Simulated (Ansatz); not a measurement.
A Zn vacancy next to a S vacancy in zincblende ZnS, 62 atoms, charge 0

All numbers come from Ansatz (PAW, plane waves, no spin–orbit coupling) at the single k point (¼, ¼, ¼) without its symmetry partners. The atoms were relaxed with PBEsol in a fixed cell; other functionals are single points on those atoms unless said otherwise. The valence top and gap of the host come from its small cell on a dense mesh, with the band extrema sought between the mesh points, lined up by the mean potential, PBEsol gap 2.09 eV, HSE06 gap 3.46 eV.

Relaxed structure:

```yaml
crystal:
  lattice:
    - [10.71254, 0.00000, 0.00000]
    - [0.00000, 10.71254, 0.00000]
    - [0.00000, 0.00000, 10.71254]
  atoms:
    - { symbol: Zn, position: [0.00004, 0.00021, 0.99990] }
    - { symbol: Zn, position: [0.00229, 0.00236, 0.49868] }
    - { symbol: Zn, position: [0.00200, 0.49899, 0.00218] }
    - { symbol: Zn, position: [0.00403, 0.49991, 0.49965] }
    - { symbol: Zn, position: [0.49869, 0.00241, 0.00203] }
    - { symbol: Zn, position: [0.49991, 0.00419, 0.49979] }
    - { symbol: Zn, position: [0.49970, 0.50004, 0.00394] }
    - { symbol: Zn, position: [0.25009, 0.25054, 0.00043] }
    - { symbol: Zn, position: [0.25733, 0.25741, 0.50378] }
    - { symbol: Zn, position: [0.24761, 0.74911, 0.00206] }
    - { symbol: Zn, position: [0.25207, 0.74235, 0.49035] }
    - { symbol: Zn, position: [0.74899, 0.24769, 0.00208] }
    - { symbol: Zn, position: [0.74222, 0.25242, 0.49047] }
    - { symbol: Zn, position: [0.74755, 0.74792, 0.00369] }
    - { symbol: Zn, position: [0.77889, 0.77891, 0.46614] }
    - { symbol: Zn, position: [0.25027, 0.00062, 0.25012] }
    - { symbol: Zn, position: [0.24738, 0.00245, 0.74902] }
    - { symbol: Zn, position: [0.25720, 0.50397, 0.25725] }
    - { symbol: Zn, position: [0.25222, 0.49077, 0.74212] }
    - { symbol: Zn, position: [0.74897, 0.00251, 0.24741] }
    - { symbol: Zn, position: [0.74777, 0.00391, 0.74750] }
    - { symbol: Zn, position: [0.74209, 0.49067, 0.25204] }
    - { symbol: Zn, position: [0.77855, 0.46663, 0.77887] }
    - { symbol: Zn, position: [0.00039, 0.25032, 0.25021] }
    - { symbol: Zn, position: [0.00218, 0.24797, 0.74896] }
    - { symbol: Zn, position: [0.00217, 0.74919, 0.24739] }
    - { symbol: Zn, position: [0.00367, 0.74773, 0.74756] }
    - { symbol: Zn, position: [0.50380, 0.25749, 0.25722] }
    - { symbol: Zn, position: [0.49042, 0.25225, 0.74212] }
    - { symbol: Zn, position: [0.49047, 0.74238, 0.25210] }
    - { symbol: Zn, position: [0.46647, 0.77939, 0.77841] }
    - { symbol: S, position: [0.12430, 0.12452, 0.12429] }
    - { symbol: S, position: [0.12579, 0.12630, 0.62276] }
    - { symbol: S, position: [0.12602, 0.62288, 0.12584] }
    - { symbol: S, position: [0.12620, 0.62423, 0.62402] }
    - { symbol: S, position: [0.62264, 0.12620, 0.12591] }
    - { symbol: S, position: [0.62410, 0.12641, 0.62411] }
    - { symbol: S, position: [0.62407, 0.62430, 0.12617] }
    - { symbol: S, position: [0.37413, 0.37440, 0.12547] }
    - { symbol: S, position: [0.38277, 0.38295, 0.61822] }
    - { symbol: S, position: [0.37422, 0.87459, 0.12383] }
    - { symbol: S, position: [0.37039, 0.87607, 0.62011] }
    - { symbol: S, position: [0.87440, 0.37429, 0.12392] }
    - { symbol: S, position: [0.87541, 0.37131, 0.62031] }
    - { symbol: S, position: [0.87407, 0.87438, 0.12401] }
    - { symbol: S, position: [0.87506, 0.87517, 0.62614] }
    - { symbol: S, position: [0.37416, 0.12569, 0.37414] }
    - { symbol: S, position: [0.37396, 0.12419, 0.87443] }
    - { symbol: S, position: [0.38272, 0.61846, 0.38273] }
    - { symbol: S, position: [0.37127, 0.62067, 0.87515] }
    - { symbol: S, position: [0.87434, 0.12406, 0.37430] }
    - { symbol: S, position: [0.87419, 0.12434, 0.87398] }
    - { symbol: S, position: [0.87568, 0.62041, 0.37063] }
    - { symbol: S, position: [0.87499, 0.62648, 0.87520] }
    - { symbol: S, position: [0.12550, 0.37424, 0.37410] }
    - { symbol: S, position: [0.12392, 0.37467, 0.87441] }
    - { symbol: S, position: [0.12386, 0.87462, 0.37404] }
    - { symbol: S, position: [0.12403, 0.87416, 0.87406] }
    - { symbol: S, position: [0.61828, 0.38299, 0.38275] }
    - { symbol: S, position: [0.62015, 0.37083, 0.87564] }
    - { symbol: S, position: [0.62023, 0.87576, 0.37076] }
    - { symbol: S, position: [0.62621, 0.87562, 0.87514] }
```

Chemical potentials μ are those of reference phases of the elements at zero temperature by the same functional (the usual solids, diamond for C, grey Sn, and the molecules H2, N2, O2, F2, Cl2, Br2 and S8).

```tsv
functional	E(defect) − E(host) − Σ nμ + q·E_VBM (eV)	monopole (eV)	alignment (eV)	formation energy at E_F = VBM (eV)	moment (μB)	wall time, shared host
PBEsol	4.41	0.00	0.00	4.41	0 (no spin)	4 s on NVIDIA GB200 (relaxation)
```

(1) Estimate the formation energy and moment that HSE06 gives on these atoms.

HSE06 one-electron levels near the gap (the ten most localised at most), from the host's valence top:

```csv
level (eV),spin,filling,atoms sharing it,element of the atom with most weight
0.21,both,2.00,8.3,S
0.21,both,2.00,8.4,S
```

All elements are taken at their own reference at once; growth conditions in equilibrium with the host shift these energies, by up to the host's formation enthalpy.

One k point and a cell of this size can leave errors of several tenths of an eV in such numbers.

Answers

(1) 4.67 eV at E_F = VBM, moment 0 (no spin).
